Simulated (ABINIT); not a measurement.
## Ag in ABINIT: convergence with tolvrs

The system is Ag.

```
Ag
1.0
    -0.00622    2.03863    2.06720
     2.01497    0.04695    2.01403
     2.08560    2.05608   -0.02368
Ag
1
Direct
  0.00221 0.02855 0.98957
```

The cell isn't the ideal one: cell strained at random at fixed volume.

```yaml
Program: ABINIT 10.8.3 (patched build)
Task: single point
Functional: RPBE
Potentials_or_basis: SG15 NC PBE v1.2
Cutoff: 707 eV
k_mesh: 8 × 8 × 8
Occupations: fermi-dirac, width 0.1 eV
Spin: no spin polarisation
```

These are the settings of the first run; the series varies tolvrs, with any setting tied to it.

Hardware: 1 thread of Arm Neoverse V2, on a shared host.

**Question.** The values tried are 0.01, 0.001, 0.0001, 1e-05, 1e-06, 1e-08, 1e-10, 1e-13, loosest first. From which on does the pressure stay within 0.1 GPa of the tightest run that finished?

**Answer.** From 1e-05 on.

```
tolvrs  energy less the tightest run, at zero smearing (meV/atom)  pressure (GPa)  SCF cycles  CPU time (s)  peak memory (GiB)
  0.01                                                       0.00            9.88           4            33               0.09
 0.001                                                       0.00            9.88           4            32               0.09
0.0001                                                       0.00            9.61           5            38               0.09
 1e-05                                                       0.00            9.97           6            43               0.09
 1e-06                                                       0.00            9.97           6            43               0.09
 1e-08                                                       0.00            9.93           7            49               0.09
 1e-10                                                       0.00            9.93           9            60               0.09
 1e-13                                                       0.00            9.93          10            65               0.09
```

Against the tightest run, the energy stays within 1 meV/atom from 0.01 on. The tightest run that finished is the yardstick and may itself not be fully converged.

Caveat, for the tightest run too: the potentials were made for another functional, which shifts forces and pressure.
